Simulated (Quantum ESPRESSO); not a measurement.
# AlN (F-43m) in Quantum ESPRESSO: a series of runs

Aim: see how the results for AlN move with the level of theory and the settings. Levels: LDA, PBE, PBEsol, WC. Tasks: dielectric tensor.

All numbers are computed with Quantum ESPRESSO 7.5; they aren't measurements. Logs are shortened: lines on timing, memory, paths and dates and some standing lists are left out, and cuts for length are marked.

## 1. The crystal as given

The structure is cubic, space group F-43m (No. 216). Conventional cell: a = 4.368 Å, b = 4.368 Å, c = 4.368 Å, α = 90.00°, β = 90.00°, γ = 90.00°. Al (site symmetry -43m) has 4 N at 1.89 Å as nearest neighbours. N (site symmetry -43m) is surrounded by 4 Al at 1.89 Å.

Measurements of this composition are mostly on another form, of space group No. 186.

## 2. Dielectric tensor, LDA

pw.in

```
&CONTROL
  calculation = 'scf'
  prefix = 'pwscf'
  outdir = './tmp'
  pseudo_dir = './pseudo'
  tprnfor = .true.
  tstress = .true.
  disk_io = 'low'
/
&SYSTEM
  ibrav = 0
  nat = 2
  ntyp = 2
  ecutwfc = 45
  ecutrho = 360
  nbnd = 9
  occupations = 'smearing'
  smearing = 'fd'
  degauss = 0.00367493
/
&ELECTRONS
  conv_thr = 4d-10
  electron_maxstep = 120
  mixing_beta = 0.5
/
ATOMIC_SPECIES
Al    26.9815 al_lda_v1.uspp.F.UPF
N     14.0070 n_lda_v1.2.uspp.F.UPF
CELL_PARAMETERS angstrom
   0.0000000000    2.1839935596    2.1839935596
   2.1839935596    0.0000000000    2.1839935596
   2.1839935596    2.1839935596    0.0000000000
ATOMIC_POSITIONS angstrom
Al     0.0000000000    0.0000000000    0.0000000000
N      1.0919967798    1.0919967798    1.0919967798
K_POINTS automatic
8 8 8 1 1 1
```

scf2.in

```
&CONTROL
  calculation = 'scf'
  prefix = 'pwscf'
  outdir = './tmp'
  pseudo_dir = './pseudo'
  tprnfor = .true.
  tstress = .true.
  disk_io = 'low'
/
&SYSTEM
  ibrav = 0
  nat = 2
  ntyp = 2
  ecutwfc = 45
  ecutrho = 360
  nbnd = 9
  occupations = 'fixed'
/
&ELECTRONS
  conv_thr = 1d-13
  electron_maxstep = 120
  mixing_beta = 0.5
  startingpot = 'file'
  startingwfc = 'file'
/
ATOMIC_SPECIES
Al    26.9815 al_lda_v1.uspp.F.UPF
N     14.0070 n_lda_v1.2.uspp.F.UPF
CELL_PARAMETERS angstrom
   0.0000000000    2.1839935596    2.1839935596
   2.1839935596    0.0000000000    2.1839935596
   2.1839935596    2.1839935596    0.0000000000
ATOMIC_POSITIONS angstrom
Al     0.0000000000    0.0000000000    0.0000000000
N      1.0919967798    1.0919967798    1.0919967798
K_POINTS automatic
8 8 8 1 1 1
```

ph.in

```
dielectric of AlN
&INPUTPH
  prefix = 'pwscf'
  outdir = './tmp'
  tr2_ph = 1d-18
  fildyn = 'dyn'
  niter_ph = 90
  alpha_mix(1) = 0.7
  epsil = .true.
  trans = .false.
  zeu = .true.
/
0.0000000000 0.0000000000 0.0000000000
```

Potentials or basis: GBRV 1.5 LDA.

The run is started by

```sh
$ OMP_NUM_THREADS=1 pw.x -in pw.in > pw.out
$ OMP_NUM_THREADS=1 pw.x -in scf2.in > scf2.out
$ OMP_NUM_THREADS=1 ph.x -in ph.in > ph.out
```

pw.out:

```text
This program is part of the open-source Quantum ESPRESSO suite
     for quantum simulation of materials; please cite
[... 9 lines left out ...]
     --------------------
     sticks:   dense  smooth     PW     G-vecs:    dense   smooth      PW
     Sum         847     421    151                16361     5769    1139

     Using Slab Decomposition

     bravais-lattice index     =            0
     lattice parameter (alat)  =       5.8367  a.u.
     unit-cell volume          =     140.5985 (a.u.)^3
     number of atoms/cell      =            2
     number of atomic types    =            2
     number of electrons       =         8.00
     number of Kohn-Sham states=            9
     kinetic-energy cutoff     =      45.0000  Ry
     charge density cutoff     =     360.0000  Ry
     scf convergence threshold =      4.0E-10
     mixing beta               =       0.5000
     number of iterations used =            8  plain     mixing
     Exchange-correlation= SLA  PZ   NOGX NOGC
                           (   1   1   0   0   0   0   0)

     celldm(1)=   5.836671  celldm(2)=   0.000000  celldm(3)=   0.000000
     celldm(4)=   0.000000  celldm(5)=   0.000000  celldm(6)=   0.000000

     crystal axes: (cart. coord. in units of alat)
               a(1) = (   0.000000   0.707107   0.707107 )
               a(2) = (   0.707107   0.000000   0.707107 )
               a(3) = (   0.707107   0.707107   0.000000 )

     reciprocal axes: (cart. coord. in units 2 pi/alat)
               b(1) = ( -0.707107  0.707107  0.707107 )
               b(2) = (  0.707107 -0.707107  0.707107 )
               b(3) = (  0.707107  0.707107 -0.707107 )

     PseudoPot. # 1 for Al read from file:
     al_lda_v1.uspp.F.UPF
     Pseudo is Ultrasoft + core correction, Zval =  3.0
     Generated by new atomic code, or converted to UPF format
     Using radial grid of  893 points,  3 beta functions with:
                l(1) =   0
                l(2) =   1
                l(3) =   2
     Q(r) pseudized with  8 coefficients,  rinner =    0.900   0.900   0.900
                                                       0.900   0.900

     PseudoPot. # 2 for N  read from file:
     n_lda_v1.2.uspp.F.UPF
     Pseudo is Ultrasoft + core correction, Zval =  5.0
     Generated by new atomic code, or converted to UPF format
     Using radial grid of  729 points,  4 beta functions with:
                l(1) =   0
                l(2) =   0
                l(3) =   1
                l(4) =   1
     Q(r) pseudized with  8 coefficients,  rinner =    0.900   0.900   0.900

     atomic species   valence    mass     pseudopotential
     Al                3.00    26.98150     Al( 1.00)
     N                 5.00    14.00700     N ( 1.00)

     24 Sym. Ops. (no inversion) found

   Cartesian axes

     site n.     atom                  positions (alat units)
         1        Al     tau(   1) = (   0.0000000   0.0000000   0.0000000  )
         2        N      tau(   2) = (   0.3535534   0.3535534   0.3535534  )

     number of k points=    60  Fermi-Dirac smearing, width (Ry)=  0.0037
                       cart. coord. in units 2pi/alat
        k(    1) = (   0.0441942   0.0441942   0.0441942), wk =   0.0078125
        k(    2) = (   0.1325825   0.1325825  -0.0441942), wk =   0.0234375
        k(    3) = (   0.2209709   0.2209709  -0.1325825), wk =   0.0234375
        k(    4) = (   0.3093592   0.3093592  -0.2209709), wk =   0.0234375
        k(    5) = (  -0.3093592  -0.3093592   0.3977476), wk =   0.0234375
        k(    6) = (  -0.2209709  -0.2209709   0.3093592), wk =   0.0234375
[... 52 lines left out ...]
        k(   59) = (   0.3093592   0.3093592   0.3093592), wk =   0.0078125
        k(   60) = (  -0.3093592  -0.3093592   0.9280777), wk =   0.0234375

     Dense  grid:    16361 G-vectors     FFT dimensions: (  36,  36,  36)

     Smooth grid:     5769 G-vectors     FFT dimensions: (  25,  25,  25)

     Initial potential from superposition of free atoms

     starting charge       7.9978, renormalised to       8.0000
     Starting wfcs are    8 randomized atomic wfcs +    1 random wfcs

     Self-consistent Calculation

     iteration #  1     ecut=    45.00 Ry     beta= 0.50
     Davidson diagonalization with overlap
     ethr =  1.00E-02,  avg # of iterations =  5.4

     total energy              =     -26.83497257 Ry
     estimated scf accuracy    <       0.60862512 Ry

     iteration #  2     ecut=    45.00 Ry     beta= 0.50
     Davidson diagonalization with overlap
     ethr =  7.61E-03,  avg # of iterations =  1.9

     total energy              =     -27.00518264 Ry
     estimated scf accuracy    <       0.09103532 Ry

     iteration #  3     ecut=    45.00 Ry     beta= 0.50
     Davidson diagonalization with overlap
     ethr =  1.14E-03,  avg # of iterations =  1.0

     total energy              =     -27.01952658 Ry
     estimated scf accuracy    <       0.00391891 Ry

     iteration #  4     ecut=    45.00 Ry     beta= 0.50
     Davidson diagonalization with overlap
     ethr =  4.90E-05,  avg # of iterations =  2.4

     total energy              =     -27.01984033 Ry
     estimated scf accuracy    <       0.00052770 Ry

     iteration #  5     ecut=    45.00 Ry     beta= 0.50
     Davidson diagonalization with overlap
     ethr =  6.60E-06,  avg # of iterations =  1.8

     total energy              =     -27.01988931 Ry
     estimated scf accuracy    <       0.00002221 Ry

     iteration #  6     ecut=    45.00 Ry     beta= 0.50
     Davidson diagonalization with overlap
     ethr =  2.78E-07,  avg # of iterations =  2.1

     total energy              =     -27.01989341 Ry
     estimated scf accuracy    <       0.00000107 Ry

     iteration #  7     ecut=    45.00 Ry     beta= 0.50
     Davidson diagonalization with overlap
     ethr =  1.34E-08,  avg # of iterations =  2.0

     total energy              =     -27.01989358 Ry
     estimated scf accuracy    <       0.00000011 Ry

     iteration #  8     ecut=    45.00 Ry     beta= 0.50
     Davidson diagonalization with overlap
     ethr =  1.43E-09,  avg # of iterations =  1.1

     total energy              =     -27.01989360 Ry
     estimated scf accuracy    <          2.2E-09 Ry

     iteration #  9     ecut=    45.00 Ry     beta= 0.50
     Davidson diagonalization with overlap
     ethr =  2.78E-11,  avg # of iterations =  2.0

     total energy              =     -27.01989360 Ry
     estimated scf accuracy    <          1.7E-09 Ry

     iteration # 10     ecut=    45.00 Ry     beta= 0.50
     Davidson diagonalization with overlap
     ethr =  2.09E-11,  avg # of iterations =  1.0

     total energy              =     -27.01989360 Ry
     estimated scf accuracy    <          5.5E-10 Ry

     iteration # 11     ecut=    45.00 Ry     beta= 0.50
     Davidson diagonalization with overlap
     ethr =  6.82E-12,  avg # of iterations =  1.7

     End of self-consistent calculation

          k = 0.0442 0.0442 0.0442 (   722 PWs)   bands (ev):

    -8.1630   6.3219   6.6477   6.6477  11.1493  18.7278  18.9478  18.9478
    23.4379

          k = 0.1326 0.1326-0.0442 (   713 PWs)   bands (ev):

    -7.8558   5.0666   6.3244   6.6343  12.1744  18.1034  18.9778  19.1386
    21.5844

          k = 0.2210 0.2210-0.1326 (   721 PWs)   bands (ev):

    -7.1628   3.0399   6.0549   6.4601  13.3495  17.1234  18.4353  18.5912
    22.0861

          k = 0.3094 0.3094-0.2210 (   724 PWs)   bands (ev):

    -6.3577   1.3242   5.9231   6.2428  13.9495  16.1653  17.8660  18.1077
    24.1421

          k =-0.3094-0.3094 0.3977 (   721 PWs)   bands (ev):

    -6.0576   0.7823   5.9688   6.1007  14.0652  15.8477  17.7513  17.9905
    24.3389

          k =-0.2210-0.2210 0.3094 (   722 PWs)   bands (ev):

    -6.6071   1.8097   6.1036   6.1601  13.7617  16.4211  18.0672  18.2576
    23.1181

          k =-0.1326-0.1326 0.2210 (   716 PWs)   bands (ev):

    -7.4254   3.7282   6.2560   6.4006  12.9867  17.4279  18.5446  19.0212
    21.4906

          k =-0.0442-0.0442 0.1326 (   715 PWs)   bands (ev):

    -8.0073   5.7016   6.4837   6.5483  11.7415  18.3044  19.0865  19.1359
    21.5083

          k = 0.2210 0.0442 0.0442 (   710 PWs)   bands (ev):

    -7.7053   4.8903   6.1966   6.2508  12.4996  17.6273  18.9611  19.4872
    20.0618
[... 61 lines left out ...]
          k = 0.5745 0.0442 0.0442 (   721 PWs)   bands (ev):

    -5.7354   2.0619   4.7948   4.9827  10.5650  15.3868  19.6292  21.6008
    21.7301

          k =-0.0442-0.5745 0.6629 (   719 PWs)   bands (ev):

    -5.4259   1.9104   4.1845   4.7589  10.7536  15.7080  19.8773  21.0320
    22.1634

          k = 0.0442-0.4861 0.5745 (   715 PWs)   bands (ev):

    -5.4388   2.2466   3.1321   5.0806  11.9197  16.6330  19.2232  20.1193
    22.0700

          k = 0.1326-0.3977 0.4861 (   715 PWs)   bands (ev):

    -5.7305   1.4964   4.1590   5.6215  13.4836  15.9119  18.6467  19.1237
    23.3583

          k = 0.2210-0.3094 0.3977 (   718 PWs)   bands (ev):

    -6.0989   1.0836   5.5843   6.0464  14.2836  15.4116  18.0798  18.3148
    23.9923

          k =-0.6629 0.0442 0.0442 (   720 PWs)   bands (ev):

    -5.4446   1.7575   4.6435   4.8691  10.1275  15.1785  20.1799  21.9023
    21.9428

          k =-0.5745 0.1326-0.0442 (   717 PWs)   bands (ev):

    -5.6917   2.0943   4.4250   4.9128  11.1519  15.8883  19.1754  20.9841
    21.9349

          k =-0.4861 0.2210-0.1326 (   716 PWs)   bands (ev):

    -5.9649   1.8317   4.6067   5.4751  12.9377  16.3346  18.1558  19.5645
    22.1860

          k =-0.4861 0.0442 0.0442 (   711 PWs)   bands (ev):

    -6.2152   2.5945   5.0748   5.1999  11.3645  15.7956  18.7811  21.0999
    21.3113

          k =-0.3977 0.1326-0.0442 (   718 PWs)   bands (ev):

    -6.6539   2.9501   5.2062   5.6684  12.7568  16.6980  17.5466  20.1127
    21.0915

          k =-0.3094 0.0442 0.0442 (   712 PWs)   bands (ev):

    -7.2775   4.0559   5.8483   5.8569  12.8271  16.9912  18.0073  19.9646
    20.2536

          k = 0.1326 0.1326 0.1326 (   718 PWs)   bands (ev):

    -7.7088   4.4552   6.4982   6.4982  12.4703  17.8420  19.0231  19.0231
    22.3244

          k = 0.2210 0.2210 0.0442 (   718 PWs)   bands (ev):

    -7.2879   3.6202   5.6495   6.5436  13.3627  17.3560  18.0721  19.0498
    21.0336

          k = 0.3094 0.3094-0.0442 (   723 PWs)   bands (ev):

    -6.5723   2.4860   4.7348   6.3011  14.3828  15.9471  17.9107  18.7874
    21.8690

          k =-0.3094-0.3094 0.5745 (   716 PWs)   bands (ev):

    -5.9241   1.4214   4.5254   5.9470  14.1344  15.4538  18.5429  18.6276
    24.2093

          k =-0.2210-0.2210 0.4861 (   716 PWs)   bands (ev):

    -5.9153   1.3998   4.8382   5.6884  13.4033  15.8907  18.5150  18.9642
    22.7295

          k =-0.1326-0.1326 0.3977 (   717 PWs)   bands (ev):

    -6.5575   2.5321   5.3983   5.6490  13.0576  16.5376  17.7236  19.6237
    21.4840

          k = 0.3094 0.1326 0.1326 (   714 PWs)   bands (ev):

    -7.0284   3.0617   5.9556   6.0004  13.3760  16.8172  17.9117  19.2251
    21.3132

          k = 0.3977 0.2210 0.0442 (   716 PWs)   bands (ev):
[... 74 lines left out ...]
          k = 0.3977 0.2210 0.2210 (   718 PWs)   bands (ev):

    -6.2505   1.4663   5.6298   5.8865  13.9216  15.7347  18.2509  18.5027
    22.8995

          k =-0.2210-0.3977 0.8397 (   716 PWs)   bands (ev):

    -5.8391   1.5667   4.4229   5.5571  13.6427  15.8270  18.3822  19.1566
    23.0701

          k =-0.1326-0.3094 0.7513 (   715 PWs)   bands (ev):

    -5.4747   2.2989   3.1355   4.8957  12.7321  16.8502  18.6292  19.4919
    22.9248

          k =-0.8397 0.2210 0.2210 (   710 PWs)   bands (ev):

    -5.6602   1.6421   3.9253   5.5387  12.7764  16.3465  18.7904  19.5263
    22.4500

          k = 0.3094 0.3094 0.3094 (   724 PWs)   bands (ev):

    -6.1980   0.9127   6.1804   6.1804  13.8348  16.4777  17.6653  17.6653
    24.0965

          k =-0.3094-0.3094 0.9281 (   719 PWs)   bands (ev):

    -5.9660   0.9652   5.3542   6.0169  14.4607  15.1097  18.1023  18.4527
    24.5115

     the Fermi energy is     8.1743 ev

!    total energy              =     -27.01989360 Ry
     estimated scf accuracy    <          1.7E-13 Ry
     smearing contrib. (-TS)   =      -0.00000000 Ry
     internal energy E=F+TS    =     -27.01989360 Ry

     The total energy is F=E-TS. E is the sum of the following terms:
     one-electron contribution =      -1.02918454 Ry
     hartree contribution      =       5.59004484 Ry
     xc contribution           =      -9.78079468 Ry
     ewald contribution        =     -21.79995921 Ry

     convergence has been achieved in  11 iterations

     Forces acting on atoms (cartesian axes, Ry/au):

     atom    1 type  1   force =     0.00000000    0.00000000    0.00000000
     atom    2 type  2   force =     0.00000000    0.00000000    0.00000000

     Total force =     0.000000     Total SCF correction =     0.000000

     Computing stress (Cartesian axis) and pressure

          total   stress  (Ry/bohr**3)                   (kbar)     P=      -27.59
  -0.00018755   0.00000000   0.00000000          -27.59        0.00        0.00
   0.00000000  -0.00018755   0.00000000            0.00      -27.59        0.00
   0.00000000   0.00000000  -0.00018755            0.00        0.00      -27.59

=------------------------------------------------------------------------------=
   JOB DONE.
=------------------------------------------------------------------------------=
```

It took 30 s on 1 thread of Arm Neoverse V2, shared host; peak memory 0.05 GiB.

Results:

```
Free energy                             : -367.6244 eV
Pressure                                : -2.8 GPa
Electronic dielectric tensor (diagonal) : 4.58
Born charges (mean of the diagonal)     : Al +2.55; N -2.55 e
```

Levels at points of the mesh, in eV from the valence-band top:
| k point | band 1 | band 2 | band 3 | band 4 | band 5 | band 6 | band 7 | band 8 | band 9 |
| --- | --- | --- | --- | --- | --- | --- | --- | --- | --- |
| (0.06, 0.06, 0.06) | -14.81 | -0.33 | 0.00 | 0.00 | 4.50 | 12.08 | 12.30 | 12.30 | 16.79 |

Electronic dielectric tensor:
```
4.58 0.00 0.00
0.00 4.58 0.00
0.00 0.00 4.58
```

Born effective charge tensors (e):
atom 1, Al
```
2.55 0.00 0.00
0.00 2.55 0.00
0.00 0.00 2.55
```
atom 2, N
```
-2.55  0.00  0.00
 0.00 -2.55  0.00
 0.00  0.00 -2.55
```

(Continued in part 2 of 3.)
